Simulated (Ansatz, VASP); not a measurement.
## PtS2 (1T-PtS2, 1 layer): VASP beside Ansatz

Wanted: the spread between two codes on one cell, functional and k mesh. The structure shown is the start of the Ansatz relaxation below; VASP solves that cell, so the two are compared at the walk's first step.

Method: plane waves, with VASP 6.6.1 beside it; single point at PBE, in Ansatz 0.2.0.

### 1. Starting point

The cell holds 3 atoms: 2 S and 1 Pt. Its edges and angles: a = 3.570 Å, b = 3.570 Å, c = 19.014 Å, α = 90.0°, β = 90.0°, γ = 120.0°. Vacuum lies along c.

### 2. Ansatz: relaxation, PBE

Ansatz runs on its default PAW (the set named soft_2) files.

The two programs are compared at the cell with which this relaxation starts, whose forces are those of its first step.

Input file input.yaml:

```yaml
crystal:
  lattice:
    - [3.57, 0.0, 0.0]
    - [-1.785, 3.0917106915, 0.0]
    - [0.0, 0.0, 19.0140863934]
  atoms:
    - { symbol: S, position: [0.6666666667, 0.3333333333, 0.4470369927] }
    - { symbol: Pt, position: [0.0, 0.0, 0.5] }
    - { symbol: S, position: [0.3333333333, 0.6666666667, 0.5529630073] }
kpoints:
  mp_grid: { grid: [12, 12, 1] }
hamiltonian:
  xc: pbe
scf:
  occupations: { method: fermi_dirac, width: 0.05 }
  convergence: { dr2_threshold: 1.0e-08 }
efield:
  axis: 3
  dipole_correction: true
  ramp_position: 0.97
  ramp_width: 0.04
relax:
  f_tol: 0.01
  cell: { fix: [c, alpha, beta] }
output:
  write_potential: true
  write_density: true
  volumetric_format: npy
```

Command:

```bash
$ ansatz run input.yaml --threads 4 --pin off --max-ram 8192MiB --backend cpu --events-out ev --progress --plain --runs-dir out
```

Numbers of over 12 decimals in the logs are rounded to 6 here.

Log:

```text
Warning: relax.cell: scf.convergence.dr2_threshold = 1e-8 eV is looser than the 3e-10 eV advised for a relaxation that steers and ends on the stress (1e-10 eV for each atom of the cell: 3). What an SCF threshold leaves in a stress goes as its square root, and in the free energy as the threshold itself, and one threshold admits the most on a small cell: [figures from the program's tests cut] Set scf.convergence.dr2_threshold to 3e-10 eV or tighter. The threshold is an SCF's pass mark: one that does not reach it within its budget of iterations ends unconverged, or closes short of it on a stop that the run arms, and scf.convergence.dr2_threshold's page says what that costs each kind of run
Engine: ansatz 0.2.0, aarch64-unknown-linux-gnu
Pseudopotentials: kind: paw
Pseudopotential: S, paw, valence charge 6, recommended cutoff 420 eV (normal), S.paw.azcp
Pseudopotential: Pt, paw, valence charge 18, recommended cutoff 420 eV (normal), Pt.paw.azcp
Functional definition: PBE
  parameter kappa = 0.804
  parameter beta = 0.066725
  exchange = pbe_x(kappa = kappa, mu = beta*pi^2/3)
  correlation = pbe_c(beta = beta)
Crystal: 3 atoms, lattice volume = 209.866 Å³
Basis set: ecut = 420 eV, 4041 PW (Γ), exchange–correlation on 48×48×256 points (8 copies of the dense FFT grid, shifted against one another)
Bands: 19, of which v1, the nominal top of the filled ones, is band 15 counted from 1 (14 counted from 0)
Symmetry: 6 space group operations
k-points: 19 of 144 (time reversal used)
Non-local potential: S, projectors of the file, l = 0: 2, l = 1: 2, l = 2: 2
Non-local potential: Pt, projectors of the file, l = 0: 3, l = 1: 2, l = 2: 2, l = 3: 1
PAW form: soft (Blöchl's): semilocal exchange-correlation on the pseudo side does not see the compensation charge
PAW one-centre angular grid: S, 110 points (default); XC on 64 Gauss nodes
PAW one-centre angular grid: Pt, 590 points (default); XC on 64 Gauss nodes
Initial density: superposition of atomic densities (neutral atoms: chi_scale 0, normalization atom), corrected by the library's trained network
Initial wavefunctions: pseudopotential atomic-orbital guess
Functional: x = pbe(κ = 0.804, μ = 0.219515), c = pbe(β = 0.066725)
SCF iter   1: F=—  HF=-14327.577341 eV  |F-HF|=—  |Δ(HF+E_count)|=         —  Δρ=2.48e-3  dr2=2.50e-2  ethr=1.77e-3  p=-0.000 e·Å  D=-3.98e-5 V/Å  ΔV_dip=0.00 eV  dr2_dipole=1.29e-8  V_vac-E_F(+/−)=5.43/5.43 eV  ⟨swp⟩=8.7  Hψ=2378  notcnv=0
efield: sawtooth ramp at fractional position 0.9700 (set: `efield.ramp_position`, or a place that a band, a saddle search or an elastic batch's reference lends), width 0.0400; the density the first Hamiltonian is built on has a dipole p = -0.000 e·Å; the dipole correction subtracts the counter field D = -3.98e-5 V/Å, which shifts the + side's vacuum level by +0.00 eV against the − side's; the planar-averaged density in the ramp window peaks in size at 6.6e-6 e/Å³
preconditioner: auto → none  [insulator: Δε(μ)=1.451 eV  Ē_g=10.133 eV  σ=0.050 eV  W_gap=1.00  n_scr=10 (ndim 8)  ℏωp=12.0 eV  f_vac=0.711  D(μ)=0.00/eV (n_scr^D=0)  ε∞_Penn≈2.4]
SCF iter   2: F=—  HF=-14327.570779 eV  |F-HF|=—  |Δ(HF+E_count)|=   6.56e-3  Δρ=1.65e-3  dr2=9.18e-3  ethr=8.35e-5  p=-0.000 e·Å  D=-1.14e-4 V/Å  ΔV_dip=0.00 eV  dr2_dipole=3.61e-7  V_vac-E_F(+/−)=5.16/5.16 eV  ⟨swp⟩=3.1  Hψ=842  notcnv=0
SCF iter   3: F=—  HF=-14327.569517 eV  |F-HF|=—  |Δ(HF+E_count)|=   1.26e-3  Δρ=8.55e-4  dr2=1.85e-3  ethr=3.06e-5  p=0.000 e·Å  D=1.31e-4 V/Å  ΔV_dip=-0.00 eV  dr2_dipole=7.55e-7  V_vac-E_F(+/−)=5.22/5.22 eV  ⟨swp⟩=2.1  Hψ=577  notcnv=0
SCF iter   4: F=—  HF=-14327.569386 eV  |F-HF|=—  |Δ(HF+E_count)|=   1.31e-4  Δρ=3.46e-4  dr2=1.32e-4  ethr=6.16e-6  p=-0.000 e·Å  D=-2.14e-4 V/Å  ΔV_dip=0.00 eV  dr2_dipole=1.66e-6  V_vac-E_F(+/−)=5.20/5.19 eV  ⟨swp⟩=2.3  Hψ=542  notcnv=0
SCF iter   5: F=—  HF=-14327.569521 eV  |F-HF|=—  |Δ(HF+E_count)|=   1.35e-4  Δρ=1.53e-4  dr2=2.31e-4  ethr=4.39e-7  p=0.001 e·Å  D=1.07e-3 V/Å  ΔV_dip=-0.02 eV  dr2_dipole=4.44e-5  V_vac-E_F(+/−)=5.17/5.19 eV  ⟨swp⟩=2.2  Hψ=585  notcnv=0
SCF iter   6: F=—  HF=-14327.569498 eV  |F-HF|=—  |Δ(HF+E_count)|=   2.24e-5  Δρ=4.51e-5  dr2=2.04e-6  ethr=4.39e-7  p=0.000 e·Å  D=2.42e-5 V/Å  ΔV_dip=-0.00 eV  dr2_dipole=3.47e-8  V_vac-E_F(+/−)=5.17/5.17 eV  ⟨swp⟩=2.1  Hψ=471  notcnv=0
SCF iter   7: F=—  HF=-14327.569489 eV  |F-HF|=—  |Δ(HF+E_count)|=   9.58e-6  Δρ=1.27e-5  dr2=1.23e-7  ethr=6.80e-9  p=0.000 e·Å  D=9.17e-6 V/Å  ΔV_dip=-0.00 eV  dr2_dipole=9.63e-10  V_vac-E_F(+/−)=5.17/5.17 eV  ⟨swp⟩=2.6  Hψ=658  notcnv=0
[...]
Initial wavefunctions: pseudopotential atomic-orbital guess (no wavefunctions were taken with the density)
iter 1 solved again at ethr=1.76e-6 eV; its pass at ethr=3.10e-3 eV (dr2=5.29e-4 eV) is discarded
SCF iter   1: F=—  HF=-14328.252932 eV  |F-HF|=—  |Δ(HF+E_count)|=         —  Δρ=7.70e-6  dr2=1.40e-8  ethr=1.76e-6  p=-0.000 e·Å  D=-1.79e-6 V/Å  ΔV_dip=0.00 eV  dr2_dipole=5.47e-11  V_vac-E_F(+/−)=5.45/5.45 eV  ⟨swp⟩=3.1  Hψ=3269  notcnv=0
efield: sawtooth ramp at fractional position 0.9700 (set: `efield.ramp_position`, or a place that a band, a saddle search or an elastic batch's reference lends), width 0.0400; the density the first Hamiltonian is built on has a dipole p = -0.000 e·Å; the dipole correction subtracts the counter field D = -1.79e-6 V/Å, which shifts the + side's vacuum level by +0.00 eV against the − side's; the planar-averaged density in the ramp window peaks in size at 1.1e-6 e/Å³
eigensolver tolerance schedule: the retry pair's looser diagonalisation over-reported the residual by 37924.26 of it (diagonalisation noise at an unbounded share of the residual, at the tolerance the schedule requests for it); recorded, not acted on — ethr = c·dr2/N_el stays at c = 1.0e-1
preconditioner: auto → none  [insulator: Δε(μ)=1.771 eV  Ē_g=9.237 eV  σ=0.050 eV  W_gap=1.00  n_scr=10 (ndim 8)  ℏωp=12.0 eV  f_vac=0.690  D(μ)=0.00/eV (n_scr^D=0)  ε∞_Penn≈2.7]
SCF iter   2: F=—  HF=-14328.252888 eV  |F-HF|=—  |Δ(HF+E_count)|=   4.39e-5  Δρ=4.05e-6  dr2=1.85e-8  ethr=4.65e-11  p=0.000 e·Å  D=3.06e-6 V/Å  ΔV_dip=-0.00 eV  dr2_dipole=1.17e-9  V_vac-E_F(+/−)=5.45/5.45 eV  ⟨swp⟩=4.3  Hψ=1140  notcnv=0
SCF iter   3: F=—  HF=-14328.252894 eV  |F-HF|=—  |Δ(HF+E_count)|=   5.70e-6  Δρ=2.92e-6  dr2=2.22e-8  ethr=4.65e-11  p=-0.000 e·Å  D=-8.77e-6 V/Å  ΔV_dip=0.00 eV  dr2_dipole=4.42e-9  V_vac-E_F(+/−)=5.45/5.45 eV  ⟨swp⟩=2.4  Hψ=548  notcnv=0
iter 4 met the thresholds in force, and the SCF goes on: an eigenvalue changes by 4.01 meV, over its tolerance of 3.16 meV (output.eigenvalues, Limitations)
SCF iter   4: F=-14328.252904 eV  HF=-14328.252896 eV  |F-HF|=8.61e-6  |Δ(HF+E_count)|=   2.03e-6  Δρ=2.38e-6  dr2=5.58e-9  ethr=3.33e-11  p=0.000 e·Å  D=2.65e-6 V/Å  ΔV_dip=-0.00 eV  dr2_dipole=1.04e-9  V_vac-E_F(+/−)=5.45/5.45 eV  ⟨swp⟩=10.1  Hψ=2703  notcnv=0
SCF iter   5: F=-14328.252904 eV  HF=-14328.252900 eV  |F-HF|=4.29e-6  |Δ(HF+E_count)|=   4.32e-6  Δρ=1.48e-6  dr2=1.32e-9  ethr=1.86e-11  p=-0.000 e·Å  D=-1.45e-10 V/Å  ΔV_dip=0.00 eV  dr2_dipole=1.01e-10  V_vac-E_F(+/−)=5.45/5.45 eV  ⟨swp⟩=8.7  Hψ=2497  notcnv=0
SCF 4 converged in 5 iterations: F = -14328.252904 eV  dr2 = 1.32e-9
relax step   4: F+E_penalty+E_count = -14328.25290443 eV  Δ(F+E_penalty+E_count) = -2.866e-5 eV  max|allowed force component| = 1.372e-3 eV/Å  Δτ_max = 0.0000 Å  P = +0.009 GPa  Ω = 210.361 Å³  fix = [c, alpha, beta]  reactions: c -0.003 GPa  stress off target by 1.50e-2 GPa on what of the cell is left free  SCF on the basis re-selected at this cell (its energy is not comparable with the rows above)  (5 SCF iters)
basis re-selected at this cell: Δ(F+E_penalty+E_count) = -2.866e-5 eV, ΔP = -0.002 GPa vs the last step (what re-selecting the basis moved, of the pressure what is left beyond the Pulay correction that the steps carried, after the strain that the cell walked since its last selection, with what the two solves' SCF thresholds leave and, on support functions, any second-order correction that the steps lacked; it is no m [...]
WARN: The input density's exchange-correlation potential varies sharply where the density is thin. Do not read a vacuum level from v_tot or v_xc, or from such a field of the output density. On a cell that repeats whose density bears no net charge and no dipole along the vacuum's axis use v_es (v_loc + v_h of the components); under efield.dipole_correction with no amplitude use v_es + v_field, which holds any external [...]
SCF converged after 5 iterations
an eigenvalue changed by more than its tolerance at an iteration that met the thresholds in force, so the SCF went on 1 time: the last check found none over its tolerance
Free energy (F): -14328.252904 eV
Harris-Foulkes:  -14328.252900 eV  (|F-HF|=4.29e-6)
Internal energy: -14328.252904 eV  (E = F + TS)
E sigma→0 (E₀):  -14328.252904 eV
Fermi energy:    -1.160281 eV
Dipole field:    D = -0.000013 V/Å  (p = -0.000015 e·Å, saw-weighted, corrected)
Work function:   Φ+ = 5.4503 eV   Φ− = 5.4501 eV
Levels:          The Fermi level and band energies are counted from a zero that moves with the ramp; work functions are not
--- Per-component energies (eV) ---
  E_band       = -678.164464
  E_kinetic    = 848.618106
  E_local      = -18541.417987  (includes V_loc(G=0)·N_el)
  E_nonlocal   = 255.093502
  E_hartree    = 8766.869886
  E_xc         = -455.218678
  E_vxc        = -476.657297  (∫ρ·V_xc dr)
  E_paw        = -10653.784050  (= ΣΔE_a)
  E_vpaw       = -297.543090  (= ΣTr[D̂ρ^β])
  E_aug_tail   = 0.000191  (compensation charges beyond the density's cutoff)
  E_efield     = 0.000000  (sawtooth field / dipole correction)
  E_vefield    = 0.000075  (∫n·V_field dr)
  E_ewald      = 5451.586126
  E_smearing   = -0.000000  (= −TS)
  E_closure    = -0.000000  (closes the sum)
  Σ components = -14328.252904   (vs F -14328.252904, Δ=0.00e0)
--- Forces (eV/Å), atoms counted from 1 ---
  atom   1  S     -0.00000000     0.00000000     0.00136849
  atom   2  Pt     0.00000000     0.00000000     0.00000238
  atom   3  S      0.00000000    -0.00000000    -0.00137307
  max |Σ_I F_I| component: 2.20e-6 eV/Å
--- Stress (GPa, compression-positive) ---
        0.015041      -0.000000       0.000000
        0.000000       0.015041      -0.000000
       -0.000000      -0.000000      -0.002563
  P = ⅓ Tr σ = 0.0092 GPa (0.092 kbar)
--- Band table (eV; the first three rows and the last of 19) ---
  k-point 0: bands = [... 11 lower, -2.8447, -2.7263, -2.3506, -2.3506, 1.1283, 1.1283, 3.3291, 3.7391]
  k-point 1: bands = [... 11 lower, -3.2509, -2.5935, -2.3089, -2.1608, 0.7101, 1.0130, 3.5361, 3.9272]
  k-point 2: bands = [... 11 lower, -3.7787, -2.3243, -2.2899, -2.0962, -0.0266, 0.7977, 4.0211, 4.2765]
  k-point 18: bands = [... 11 lower, -4.5167, -4.2923, -2.7814, -2.7814, 0.0819, 0.0819, 4.7904, 6.9009]
--- Relaxed structure (3 steps of the walk, 3 accepted, 1 SCFs on fresh bases) ---
  F+E_penalty+E_count = -14328.25290443 eV   max|allowed force component| = 1.372e-3 eV/Å   (the final SCF, on the basis selected at the relaxed cell)
  cell:  # Å, volume = 210.3606 Å³
    - [3.574203, 0, 0]
    - [-1.787101, 3.095350, 0]
    - [0, 0, 19.0140863934]
  atoms:
    - { symbol: S, position: [0.666667, 0.333333, 0.435363] }
    - { symbol: Pt, position: [0, 0, 0.500000] }
    - { symbol: S, position: [0.333333, 0.666667, 0.564637] }
```

The column dr2 measures how far the density is from self-consistency, as an energy; F and HF (Harris–Foulkes) agree once it is small.

### 3. VASP: single point, PBE, start cell

The same cell, functional, mesh and smearing now go to VASP, with its own data sets.

Lines of VASP's logs that name or quote its potential files are left out, and so is its time.

Input file INCAR:

```
SYSTEM = PtS2
PREC = Accurate
ENCUT = 400
EDIFF = 1E-06
NELM = 120
ISMEAR = -1
SIGMA = 0.05
LREAL = .FALSE.
ALGO = Normal
GGA = PE
NBANDS = 17
LASPH = .TRUE.
LORBIT = 11
LWAVE = .FALSE.
LCHARG = .FALSE.
ISIF = 2
LDIPOL = .TRUE.
IDIPOL = 3
DIPOL = 0.5 0.5 0.5
LVHAR = .TRUE.
GGA_COMPAT = .FALSE.
EFERMI = MIDGAP
NELMDL = -8
```

Input file POSCAR:

```
PtS2
1.0
    3.5700000000      0.0000000000      0.0000000000
   -1.7850000000      3.0917110000      0.0000000000
    0.0000000000      0.0000000000     19.0140860000
S Pt
2 1
Direct
    0.6666666128      0.3333332255      0.4470370019
    0.3333332255      0.6666664510      0.5529629981
    0.0000000000      0.0000000000      0.5000000000
```

Input file KPOINTS:

```
Automatic mesh
0
Gamma
12 12 1
0 0 0
```

PAW data sets: S and Pt (PBE family, release 64).

Command:

```bash
$ mpirun -np 1 vasp_std
```

Log:

```text
[banner, memory and clock lines left out]
running    1 mpi-ranks, on    1 nodes
 distrk:  each k-point on    1 cores,    1 groups
 distr:  one band on    1 cores,    1 groups

 POSCAR found type information on POSCAR S Pt
 POSCAR found :  2 types and       3 ions
 LDA part: xc-table for (Slater+PW92), standard interpolation
 POSCAR, INCAR and KPOINTS ok, starting setup
 FFT: planning ... GRIDC
 FFT: planning ... GRID_SOFT
 FFT: planning ... GRID
 WAVECAR not read
 entering main loop
       N       E                     dE             d eps       ncg     rms          rms(c)
DAV:   1     0.158591623675E+03    0.15859E+03   -0.70639E+03   646   0.794E+02
DAV:   2    -0.122485914442E+01   -0.15982E+03   -0.15361E+03   937   0.176E+02
DAV:   3    -0.160024862718E+02   -0.14778E+02   -0.14692E+02   807   0.656E+01
DAV:   4    -0.162644270795E+02   -0.26194E+00   -0.26165E+00   961   0.100E+01
DAV:   5    -0.162688731636E+02   -0.44461E-02   -0.44454E-02   902   0.123E+00
DAV:   6    -0.162690519914E+02   -0.17883E-03   -0.17882E-03  1002   0.225E-01
DAV:   7    -0.162690576813E+02   -0.56899E-05   -0.56896E-05   921   0.326E-02
DAV:   8    -0.162690580172E+02   -0.33594E-06   -0.33600E-06   825   0.710E-03    0.228E+01
DAV:   9    -0.149703054334E+02    0.12988E+01   -0.79441E+00   741   0.257E+01    0.139E+01
DAV:  10    -0.148690056128E+02    0.10130E+00   -0.18243E+00   741   0.132E+01    0.546E+00
DAV:  11    -0.147959268848E+02    0.73079E-01   -0.14618E-01   823   0.399E+00    0.934E-01
DAV:  12    -0.147927387481E+02    0.31881E-02   -0.31333E-02   857   0.146E+00    0.296E-01
DAV:  13    -0.147929271461E+02   -0.18840E-03   -0.17466E-03   834   0.274E-01    0.404E-01
DAV:  14    -0.147931420434E+02   -0.21490E-03   -0.13650E-03   779   0.328E-01    0.293E-01
DAV:  15    -0.147931106618E+02    0.31382E-04   -0.36267E-04   889   0.174E-01    0.177E-01
DAV:  16    -0.147931135384E+02   -0.28767E-05   -0.11856E-05   865   0.214E-02    0.159E-01
DAV:  17    -0.147931491636E+02   -0.35625E-04   -0.67151E-05   756   0.394E-02    0.600E-02
DAV:  18    -0.147931684378E+02   -0.19274E-04   -0.14195E-05   823   0.199E-02    0.192E-02
DAV:  19    -0.147931851708E+02   -0.16733E-04   -0.20067E-06   641   0.625E-03    0.786E-03
DAV:  20    -0.147932045366E+02   -0.19366E-04   -0.51775E-06   730   0.883E-03    0.993E-03
DAV:  21    -0.147932116248E+02   -0.70881E-05   -0.11150E-06   593   0.322E-03    0.126E-02
DAV:  22    -0.147932129626E+02   -0.13378E-05   -0.28512E-07   701   0.252E-03    0.610E-03
DAV:  23    -0.147932134072E+02   -0.44461E-06   -0.82227E-08   745   0.134E-03
   1 F= -.14793213E+02 E0= -.14793213E+02  d E =-.596228E-07
```

(Continued in part 2 of 2.)

[Lines on the potential files, build, host, timing and source positions are cut from VASP's logs without a mark.]

[Logs are printed without paths, hosts, clocks, repeated set-up lines and the standing remarks that a program may print on its own settings, such as how far it seeks lower states.]

[Hosts, paths, dates, database ids (printed as entryN), source tags and the programs' standing remarks are cut or masked in the printed files.]
